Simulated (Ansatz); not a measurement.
Crystal: Sb.

```xyz
1
Lattice="0.0000 2.3712 2.3712 2.3712 0.0000 2.3712 2.3712 2.3712 0.0000" Properties=species:S:1:pos:R:3 pbc="T T T"
Sb    0.0000    0.0000    0.0000
```

This isn't the form of Sb at room conditions, which is rhombohedral.

Base run:

- Program: Ansatz 0.2.0
- Functional: PBE
- Potentials or basis: Ansatz PAW
- Cutoff: 420 eV (not typed: the program's choice for these potentials)
- k mesh: 7 × 7 × 7
- Occupations: fermi-dirac, width 0.05 eV
- Spin: spin-orbit coupling, no magnetisation

Its results: band gap on the k mesh none (metal or under the smearing width); pressure 1.7 GPa.

The run is repeated on the same cell with these changes: functional from PBE to LDA. What comes out?

Band gap on the k mesh none (metal or under the smearing width); pressure -2.2 GPa.

LDA binds more tightly than PBE, so the same cell stands under less pressure.

Caveats: the PAW data sets come from PBE, with cores solved anew for the run's functional, which leaves a small shift of forces and pressure (some runs).
